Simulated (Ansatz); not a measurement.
# The honeycomb GaP bilayer (AB) between two gates, part 3 of 4

Aim: screening and gap of the neutral honeycomb GaP bilayer (AB) between oppositely charged gates.

Ansatz 0.2.0; plane-wave DFT, PBE-D3(BJ), Ansatz PAW.

So far, gap on the k-mesh (eV): step 3 (gated layer, displacement field 0, start network) 1.32; step 4 (displacement field 0.905 V/nm) 1.34; step 5 (displacement field 1.81 V/nm) 1.36.

### Step 6. Gated layer, displacement field 2.71 V/nm

input.yaml

```yaml
crystal:
  lattice:
    - [3.8776761955, 0.0, 0.0]
    - [-1.9388380978, 3.358166093, 0.0]
    - [0.0, 0.0, 37.8562765186]
  atoms:
    - { symbol: P, position: [0.6666666667, 0.3333333333, 0.4477460955] }
    - { symbol: Ga, position: [0.3333333333, 0.6666666667, 0.4591298145] }
    - { symbol: P, position: [0.0, 0.0, 0.5420535587] }
    - { symbol: Ga, position: [0.6666666667, 0.3333333333, 0.5522539045] }
  periodic: [true, true, false]
  symmetry: { detect: true }
kpoints:
  mp_grid: { grid: [42, 42, 1] }
  band_path:
    path: [[0, 0, 0], [0.5, 0, 0], [0.33333333, 0.33333333, 0], [0, 0, 0]]
    npoints: 16
hamiltonian:
  xc: pbe
  dispersion: d3bj
scf:
  occupations: { method: fermi_dirac, width: 0.02585 }
  convergence: { dr2_threshold: 1.0e-10 }
output:
  forces: true
  eigenvalues: true
  write_potential: true
  write_density: true
  volumetric_format: npy
external_charges:
  - { charge: 0, barrier: 10, axis: 3, height: 24.406, sigma: 0.25 }
  - { charge: -0.019533, axis: 3, height: 25.906, sigma: 0.5 }
  - { charge: 0, barrier: 10, axis: 3, height: 13.45, sigma: 0.25 }
  - { charge: 0.019533, axis: 3, height: 11.95, sigma: 0.5 }
```

Command:

```
ansatz run input.yaml --threads 4 --pin off --max-ram 8192MiB --backend cpu --events-out ev --progress --plain --runs-dir out
```

Numbers of over 12 decimals in the logs are rounded to 6 here.

The program printed:

```text
[...]
Crystal: 4 atoms, lattice volume = 492.960 Å³
Basis set: ecut = 420 eV, 9727 PW (Γ), exchange–correlation on 54×54×512 points (8 copies of the dense FFT grid, shifted against one another)
Bands: 22, of which v1, the nominal top of the filled ones, is band 18 counted from 1 (17 counted from 0)
Symmetry: 6 space group operations
[...]
k-points: 169 of 1764 (time reversal used)
[...]
--- Band table (eV; the first three rows and the last of 169) ---
  k-point 0: bands = [... 14 lower, -6.0004, -6.0004, -5.5386, -5.5386, -3.7069, -3.3395, -1.1231, -0.7850]
  k-point 1: bands = [... 14 lower, -6.0625, -6.0132, -5.6102, -5.5501, -3.6443, -3.2735, -1.1195, -0.7986]
  k-point 2: bands = [... 14 lower, -6.2192, -6.0509, -5.7986, -5.5840, -3.4798, -3.1015, -1.1104, -0.8329]
  k-point 168: bands = [... 14 lower, -9.2008, -8.7487, -5.5930, -5.3409, -3.2224, -3.1642, 0.6818, 0.7402]
[key lines of the parts left out:]
SCF converged after 13 iterations
Free energy (F): -9078.141877 eV
Fermi energy:    -4.561319 eV
```

Elapsed: 39 s, on 4 threads of Intel Xeon 6975P-C (Granite Rapids), shared host; peak memory 1.8 GiB.

Electronic bands along the path, in eV, zero at the Fermi level of the run, which the smearing sets inside the gap:

| point | band 15 | band 16 | band 17 | band 18 | band 19 | band 20 | band 21 | band 22 |
| --- | --- | --- | --- | --- | --- | --- | --- | --- |
| Γ | -1.44 | -1.44 | -0.98 | -0.98 | 0.85 | 1.22 | 3.44 | 3.78 |
| halfway | -3.06 | -2.33 | -1.81 | -1.46 | 1.67 | 2.28 | 2.97 | 3.88 |
| M | -2.95 | -2.41 | -1.68 | -1.01 | 0.67 | 1.62 | 1.88 | 2.61 |
| halfway | -3.95 | -3.44 | -1.41 | -0.87 | 1.13 | 1.91 | 3.16 | 3.66 |
| K | -4.64 | -4.19 | -1.03 | -0.78 | 1.34 | 1.40 | 5.24 | 5.30 |
| halfway | -2.96 | -2.87 | -2.45 | -1.28 | 2.46 | 2.74 | 3.45 | 3.96 |
| Γ | -1.44 | -1.44 | -0.98 | -0.98 | 0.85 | 1.22 | 3.44 | 3.78 |

The electronic bands as a text plot (rows in eV, shown from -7.2 to 2.6 only):

```
    2.4 |      +++++++++     +  ++               +++++++++++
    2.0 |   +++++++  ++++++++++++++++          ++++       +++
    1.6 |  ++++    ++    +++++++     +++++++++++            +++
    1.2 |+++         ++++         ++++++++++                 ++++
    0.8 |++              +++++++++                              +
    0.4 |
   -0.1 |
   -0.5 |
   -0.9 |***            ***************************            **
   -1.3 |*******   *****          ******  ***      ****   *******
   -1.7 | **********        ******           ***       *********
   -2.1 |****   *** ********                    *     *  *  *  **
   -2.5 |   ***    *************                 ******** *****
   -2.9 |    ****  ***  ******* **               ******  *
   -3.3 |      * **            *****            *  *   ** **
   -3.7 |********                 * **       ******    **********
   -4.2 |       ***                ** **********       **
   -4.6 |        ***                 ********         *
   -5.0 |          **                               **
   -5.4 |           **                             ***
   -5.8 |            ****                       ****
   -6.2 |             ** *                     * **
   -6.6 |               *************************
   -7.0 |                 *********************
         Γ                   M           K                      Γ
```

The gap, the smaller of path and mesh, is 1.377 eV.

### Step 7. Gated layer, displacement field 3.62 V/nm

input.yaml: that of step 6 with these lines changed.

```diff
@@ -26,2 +26,3 @@
   eigenvalues: true
+  dos: { projected: true, e_range: [-3, 3], de: 0.01 }
   write_potential: true
@@ -29,6 +30,7 @@
   volumetric_format: npy
+  elf: true
 external_charges:
   - { charge: 0, barrier: 10, axis: 3, height: 24.406, sigma: 0.25 }
-  - { charge: -0.019533, axis: 3, height: 25.906, sigma: 0.5 }
+  - { charge: -0.026044, axis: 3, height: 25.906, sigma: 0.5 }
   - { charge: 0, barrier: 10, axis: 3, height: 13.45, sigma: 0.25 }
-  - { charge: 0.019533, axis: 3, height: 11.95, sigma: 0.5 }
+  - { charge: 0.026044, axis: 3, height: 11.95, sigma: 0.5 }
```

The program printed:

```text
[...]
Crystal: 4 atoms, lattice volume = 492.960 Å³
Basis set: ecut = 420 eV, 9727 PW (Γ), exchange–correlation on 54×54×512 points (8 copies of the dense FFT grid, shifted against one another)
Bands: 22, of which v1, the nominal top of the filled ones, is band 18 counted from 1 (17 counted from 0)
Symmetry: 6 space group operations
[...]
k-points: 169 of 1764 (time reversal used)
[...]
--- Band table (eV; the first three rows and the last of 169) ---
  k-point 0: bands = [... 14 lower, -5.9782, -5.9782, -5.5611, -5.5611, -3.6861, -3.3640, -1.0764, -0.7680]
  k-point 1: bands = [... 14 lower, -6.0411, -5.9912, -5.6327, -5.5726, -3.6234, -3.2978, -1.0729, -0.7818]
  k-point 2: bands = [... 14 lower, -6.2006, -6.0290, -5.8209, -5.6063, -3.4586, -3.1254, -1.0642, -0.8166]
  k-point 168: bands = [... 14 lower, -9.1789, -8.7711, -5.5706, -5.3635, -3.2405, -3.1353, 0.7005, 0.7783]
[key lines of the parts left out:]
SCF converged after 13 iterations
Free energy (F): -9078.135337 eV
Fermi energy:    -4.563620 eV
```

It took 40 s on 4 threads; peak memory 1.8 GiB; 2.7 min of CPU time.

The gap, the smaller of path and mesh, is 1.393 eV.

### Step 8. Gated layer, displacement field -1.81 V/nm

input.yaml: that of step 7 with these lines changed.

```diff
@@ -33,4 +33,4 @@
   - { charge: 0, barrier: 10, axis: 3, height: 24.406, sigma: 0.25 }
-  - { charge: -0.026044, axis: 3, height: 25.906, sigma: 0.5 }
+  - { charge: 0.013022, axis: 3, height: 25.906, sigma: 0.5 }
   - { charge: 0, barrier: 10, axis: 3, height: 13.45, sigma: 0.25 }
-  - { charge: 0.026044, axis: 3, height: 11.95, sigma: 0.5 }
+  - { charge: -0.013022, axis: 3, height: 11.95, sigma: 0.5 }
```

The program printed:

```text
[...]
Crystal: 4 atoms, lattice volume = 492.960 Å³
Basis set: ecut = 420 eV, 9727 PW (Γ), exchange–correlation on 54×54×512 points (8 copies of the dense FFT grid, shifted against one another)
Bands: 22, of which v1, the nominal top of the filled ones, is band 18 counted from 1 (17 counted from 0)
Symmetry: 6 space group operations
[...]
k-points: 169 of 1764 (time reversal used)
[...]
--- Band table (eV; the first three rows and the last of 169) ---
  k-point 0: bands = [... 14 lower, -6.1223, -6.1223, -5.4474, -5.4474, -3.8225, -3.2399, -1.4101, -0.8895]
  k-point 1: bands = [... 14 lower, -6.1805, -6.1350, -5.5188, -5.4591, -3.7605, -3.1747, -1.4055, -0.9023]
  k-point 2: bands = [... 14 lower, -6.3207, -6.1722, -5.7071, -5.4934, -3.5976, -3.0048, -1.3927, -0.9344]
  k-point 168: bands = [... 14 lower, -9.3207, -8.6585, -5.7168, -5.2525, -3.3177, -3.1526, 0.5274, 0.5761]
[key lines of the parts left out:]
SCF converged after 13 iterations
Free energy (F): -9078.109837 eV
Fermi energy:    -4.563790 eV
```

Wall time 41 s (4 threads); peak memory 1.8 GiB; 2.7 min of CPU time.

The gap, the smaller of path and mesh, is 1.273 eV.

### Step 9. The series together

This step: plane-wave DFT, PBE-D3(BJ), Ansatz PAW; response to a displacement field between two gates (Ansatz 0.2.0).

The potential behind each gate is read from every run and counted from the uncharged case.

Numbers from this step:

```
electrostatic distance between the gates : 7.883 Å
geometric distance between the gates     : 13.96 Å
```

Electron's potential behind the upper gate less behind the lower, less the value without field. Table of step of the electron's potential energy between the gates by displacement field D/eps0:

| displacement field D/eps0 (V/nm) | step of the electron's potential energy between the gates (eV) |
| --- | --- |
| -1.81 | -1.42 |
| 0.00 | 0 |
| 0.90 | 0.713 |
| 1.81 | 1.43 |
| 2.71 | 2.14 |
| 3.62 | 2.86 |

The smaller of the gaps on the path and on the k-mesh, counted as 0 under 0.03 eV. The gap by displacement field D/eps0:

| displacement field D/eps0 (V/nm) | gap (eV) |
| --- | --- |
| -1.81 | 1.27 |
| 0.00 | 1.32 |
| 0.90 | 1.34 |
| 1.81 | 1.36 |
| 2.71 | 1.38 |
| 3.62 | 1.39 |

By hand: 3.62 V/nm over the 13.96 Å between the sheets would give 5.05 V in vacuum; the run has 2.86 V, as over 7.89 Å.

### Step 10. Varying the input

This step: plane-wave DFT, PBE-D3(BJ), Ansatz PAW (Ansatz 0.2.0).

A run with a changed input: it repeats the earlier run at 0.905 V/nm with basis.xc_grid to 3, accuracy to medium and scf.convergence.dr2_threshold from 1e-10 to 1e-09.

input.yaml, the sections that differ from step 8:

```yaml
scf:
  occupations: { method: fermi_dirac, width: 0.02585 }
  convergence: { dr2_threshold: 1.0e-09 }
output:
  forces: true
  eigenvalues: true
  write_potential: true
  write_density: true
  volumetric_format: npy
external_charges:
  - { charge: 0, barrier: 10, axis: 3, height: 24.406, sigma: 0.25 }
  - { charge: -0.006511, axis: 3, height: 25.906, sigma: 0.5 }
  - { charge: 0, barrier: 10, axis: 3, height: 13.45, sigma: 0.25 }
  - { charge: 0.006511, axis: 3, height: 11.95, sigma: 0.5 }
basis:
  xc_grid: 3
accuracy: medium
# crystal, kpoints, hamiltonian: as in step 8
```

The program printed:

```text
[...]
Crystal: 4 atoms, lattice volume = 492.960 Å³
Basis set: ecut = 420 eV, 9727 PW (Γ), exchange–correlation on 81×81×768 points (27 copies of the dense FFT grid, shifted against one another)
Bands: 22, of which v1, the nominal top of the filled ones, is band 18 counted from 1 (17 counted from 0)
Symmetry: 6 space group operations
[...]
k-points: 169 of 1764 (time reversal used)
[...]
SCF iter   1: F=—  HF=-9079.053189 eV  |F-HF|=—  |Δ(HF+E_count)|=         —  Δρ=1.98e-2  dr2=3.46e0  ethr=3.10e-3  ⟨swp⟩=12.7  Hψ=30144  notcnv=0
[...]
SCF iter  13: F=-9078.141990 eV  HF=-9078.141990 eV  |F-HF|=8.55e-11  |Δ(HF+E_count)|=  6.13e-10  Δρ=9.52e-8  dr2=4.61e-11  ethr=2.78e-12  ⟨swp⟩=12.2  Hψ=37120  notcnv=0
SCF 1 converged in 13 iterations: F = -9078.141990 eV  dr2 = 4.61e-11
[...]
SCF converged after 13 iterations
Free energy (F): -9078.141990 eV
[...]
Internal energy: -9078.141990 eV  (E = F + TS)
E sigma→0 (E₀):  -9078.141990 eV
Fermi energy:    -4.559332 eV
[...]
--- Forces (eV/Å), atoms and charges each counted from 1 ---
  atom   1  P      0.00000000     0.00000000    -0.00633659
  atom   2  Ga     0.00000000    -0.00000000     0.01452781
  atom   3  P      0.00000000     0.00000000    -0.01132437
  atom   4  Ga     0.00000000    -0.00000000     0.00206872
  external charge   1     0.00000000     0.00000000     0.01307715
  external charge   2     0.00000000     0.00000000    -0.00029488
  external charge   3     0.00000000     0.00000000    -0.01201028
  external charge   4     0.00000000     0.00000000     0.00029426
  max |Σ_I F_I| component, the external charges' with the atoms': 1.83e-6 eV/Å
--- Band table (eV; the first three rows and the last of 169) ---
  k-point 0: bands = [... 14 lower, -6.0470, -6.0470, -5.4977, -5.4977, -3.7509, -3.2951, -1.2283, -0.8233]
  k-point 1: bands = [... 14 lower, -6.1076, -6.0597, -5.5692, -5.5093, -3.6886, -3.2293, -1.2243, -0.8365]
  k-point 2: bands = [... 14 lower, -6.2583, -6.0972, -5.7578, -5.5434, -3.5246, -3.0581, -1.2139, -0.8698]
  k-point 168: bands = [... 14 lower, -9.2467, -8.7082, -5.6402, -5.3006, -3.2239, -3.1902, 0.6419, 0.6593]
```

Wall time 44 s (4 threads); peak memory 1.9 GiB; 2.9 min of CPU time.

Numbers from this step:

| Property | Result |
| --- | --- |
| gap on the k-mesh | 1.339 eV |
| gap along the path | 1.343 eV |
| smallest direct gap along the path | 1.641 eV |
| gap, the smaller of path and mesh | 1.339 eV |
| potential beyond the upper barrier and gate, less the barrier, from the Fermi level | 4.258 eV |

Electronic bands along the path, in eV, zero at the Fermi level of the run, which the smearing sets inside the gap:

| point | band 15 | band 16 | band 17 | band 18 | band 19 | band 20 | band 21 | band 22 |
| --- | --- | --- | --- | --- | --- | --- | --- | --- |
| Γ | -1.49 | -1.49 | -0.94 | -0.94 | 0.81 | 1.26 | 3.33 | 3.74 |
| halfway | -3.08 | -2.37 | -1.77 | -1.45 | 1.63 | 2.30 | 2.91 | 3.88 |
| M | -2.99 | -2.37 | -1.72 | -0.99 | 0.65 | 1.59 | 1.88 | 2.63 |
| halfway | -4.00 | -3.40 | -1.44 | -0.85 | 1.11 | 1.90 | 3.12 | 3.70 |
| K | -4.69 | -4.15 | -1.08 | -0.74 | 1.34 | 1.37 | 5.20 | 5.22 |
| halfway | -3.01 | -2.89 | -2.41 | -1.27 | 2.39 | 2.76 | 3.40 | 3.99 |
| Γ | -1.49 | -1.49 | -0.94 | -0.94 | 0.81 | 1.26 | 3.33 | 3.74 |

The electronic bands as a text plot (rows in eV, shown from -7.3 to 2.6 only):

```
    2.4 |      +++++++       +  ++               ++++++++ ++
    2.0 |   +++++    ++++++++++++++++          ++++      ++++
    1.6 |  ++++  ++++    +++++++     +++  ++++++            ++++
    1.2 |+++         ++++         +++++++++++                ++ +
    0.8 |++              +++++++++                             ++
    0.4 |
   -0.1 |
   -0.5 |
   -0.9 |***            ***************************          ****
   -1.3 |* ******  *****          ******* ***      ****   *******
   -1.7 | ***********       ******           ***       *********
   -2.1 |****  ****  *******                    *     *  ****  **
   -2.5 |   ***    ****** *******                ******** *****
   -2.9 |    ****  ************  *               *********
   -3.4 |      * **            *****            *  *      **
   -3.8 |**********               * ***      ******    **********
   -4.2 |       *  *               **  *********      ***
   -4.6 |        ** *                ********       **
   -5.0 |          * *                             *  *
   -5.4 |           * **                         ** **
   -5.8 |            *  *                       *  *
   -6.2 |             ** *                     * **
   -6.7 |               *************************
   -7.1 |                 *********************
         Γ                   M           K                      Γ
```

| quantity | this run | earlier run | difference |
| --- | --- | --- | --- |
| gap along the path (eV) | 1.343 | 1.343 | 0 |
| smallest direct gap along the path (eV) | 1.641 | 1.641 | 0 |
| gap on the k-mesh (eV) | 1.339 | 1.339 | 2.4e-8 |
| potential beyond the upper barrier and gate, less the barrier, from the Fermi level (eV) | 4.258 | 4.258 | 0 |

Nothing in the table moves by 0.01 in its unit.

[end of part 3 of 4]

[Logs are printed without paths, hosts, clocks, repeated set-up lines and the standing remarks that a program may print on its own settings, such as how far it seeks lower states.]

[Hosts, paths, dates, database ids (printed as entryN), source tags and the programs' standing remarks are cut or masked in the printed files.]

[Maps of the electrostatic potential energy from Ansatz leave out the sawtooth potential of an applied field or a dipole correction, so their vacuum need not be flat; planar profiles and work functions include it.]
